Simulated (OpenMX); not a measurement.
Crystal: SnO.

```
Sn O
1.0
     3.81370    0.00000    0.00000
     0.00000    3.81370    0.00000
     0.00000    0.00000    4.88691
Sn O
2 2
Direct
  0.50000 0.00000 0.76463
  0.00000 0.50000 0.23537
  0.00000 0.00000 0.00000
  0.50000 0.50000 0.00000
```

The cell is a database's computed one.

* Program: OpenMX 3.8.5
* Task: single point
* Functional: PBE
* Potentials or basis: OpenMX 2013 PBE set, Sn7.0-s3p2d2, O6.0-s2p2d1, grid cutoff 500 Ry
* k mesh: 7 × 7 × 7
* Occupations: fermi-dirac, width 0.05 eV
* Spin: no spin polarisation

On this cell: pressure 7.8 GPa; largest force 1.195 eV/Å; band gap on the k mesh 0.29 eV, indirect (least direct gap 1.89 eV).

The same run follows on a disturbed copy (atoms moved at random, drawn with an rms of 0.05 Å):

```
CELL_PARAMETERS angstrom
3.81370 0.00000 0.00000
0.00000 3.81370 0.00000
0.00000 0.00000 4.88691
ATOMIC_POSITIONS crystal
Sn 0.50918 0.99567 0.76977
Sn 0.00319 0.50075 0.22490
O 0.00685 0.00345 0.99809
O 0.49356 0.49563 0.99839
```

What changes?

The energy moves by +33.6 meV/atom; pressure 10.4 GPa; largest force 2.043 eV/Å; band gap on the k mesh 0.52 eV, indirect (least direct gap 1.79 eV).

Forces on the atoms (eV/Å):
```
Sn  -0.109  0.044 -1.940
Sn  -0.151  0.015  2.037
O   -0.181 -0.195 -0.033
O    0.434  0.137 -0.063
```

Caveats: spin-orbit coupling is left out, which moves the levels of the heavy elements; an odd mesh through Γ misses points on the zone boundary, where band edges often lie; the basis of atomic orbitals isn't converged, which shifts pressures, moduli and gaps; forces of over 1 eV/Å show positions far from the minimum, so gaps and moduli don't describe the material at rest (some runs).
